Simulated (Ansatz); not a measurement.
Here is an Ansatz 0.2.0 calculation.

input.yaml

```yaml
crystal:
  lattice:
    - [2.7435, 1.5839604635, 4.8366666667]
    - [-2.7435, 1.5839604635, 4.8366666667]
    - [0.0, -3.167920927, 4.8366666667]
  atoms:
    - { symbol: In, position: [0.85731, 0.85731, 0.85731] }
    - { symbol: In, position: [0.64269, 0.64269, 0.64269] }
    - { symbol: In, position: [0.14269, 0.14269, 0.14269] }
    - { symbol: In, position: [0.35731, 0.35731, 0.35731] }
    - { symbol: O, position: [0.048, 0.75, 0.452] }
    - { symbol: O, position: [0.75, 0.452, 0.048] }
    - { symbol: O, position: [0.452, 0.048, 0.75] }
    - { symbol: O, position: [0.952, 0.25, 0.548] }
    - { symbol: O, position: [0.25, 0.548, 0.952] }
    - { symbol: O, position: [0.548, 0.952, 0.25] }
hamiltonian:
  xc: pbe
  pseudopotentials: { kind: paw }
kpoints:
  mp_grid: { grid: [4, 4, 4] }
scf:
  occupations: { method: fermi_dirac, width: 0.05 }
output:
  forces: true
  stress: true
  eigenvalues: true
```

Potentials or basis: Ansatz PAW.

Launch:

```bash
$ ansatz run input.yaml --threads 4 --pin off --max-ram 11264MiB --backend cpu --events-out ev --progress --plain --runs-dir out
```

Question: What does it give for the largest force?

Answer: 0.126 eV/Å.

Question: Estimate the pressure.

Answer: 8.4 GPa.

Question: Estimate the band gap on the k mesh.

Answer: 1.31 eV, indirect (least direct gap 1.34 eV).

Stress tensor (GPa, compression positive):
```
8.90 0.00 0.00
0.00 8.90 0.00
0.00 0.00 7.49
```

Caveat: the pressure holds a Pulay correction of +0.7 GPa for the finite cutoff; spin-orbit coupling is left out, which moves the levels of the heavy elements.

**What was measured.**

“Fabrication and performance enhancement of an In2O3/BiVO4 heterojunction for N-butanol gas sensing applications”, 2024, pmc:11650617 reports, for a powder of In2O3: band gap 3.08 eV (optical).

Against the measured gap of In2O3, 3.08 eV (optical; powder; “Fabrication and performance enhancement of an In2O3/BiVO4 heterojunction for N-butanol gas sensing applications”, 2024, pmc:11650617), the calculated 1.31 eV is off by -1.77 eV. So large a miss can be the level of theory's own, or it may mean another phase, state or a wrong row. Spin-orbit coupling on In is left out. The value is that of PBE on a finite k mesh, which can miss the band edges, without temperature or zero-point motion. Semilocal functionals fall short of measured gaps as a rule.
